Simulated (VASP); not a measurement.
Here is a VASP 6.6.1 calculation.

File INCAR:

```
ALGO = Normal
EDIFF = 1E-7
ENCUT = 520
GGA = PS
ISIF = 2
ISMEAR = -1
LASPH = T
LCHARG = T
LELF = T
LREAL = F
LVHAR = T
LWAVE = F
NBANDS = 14
NELM = 100
PREC = Accurate
SIGMA = 0.05
```

KPOINTS

```
k-points
0
Gamma
  8 8 8
```

File POSCAR:

```
TiAl
1.0
    3.1790640000      0.0000000000      0.0000000000
    0.0000000000      3.1790640000      0.0000000000
    0.0000000000      0.0000000000      3.1790640000
Ti Al
1 1
Direct
    0.0000000000      0.0000000000      0.0000000000
    0.5000000000      0.5000000000      0.5000000000
```

Potentials or basis: VASP PAW PBE potentials, release 64 (Ti_sv, Al).

The run is started by

```console
$ cat potpaw_PBE.64/Ti_sv/POTCAR potpaw_PBE.64/Al/POTCAR > POTCAR
$ mpirun -np 1 vasp_std > vasp.out
```

Task: Estimate the band gap on the k mesh.

Result: None (metal or under the smearing width).

Task: What does it give for the pressure?

Result: -2.3 GPa.

Caveat: the PAW data sets were made with another functional, which shifts forces and pressure a little.
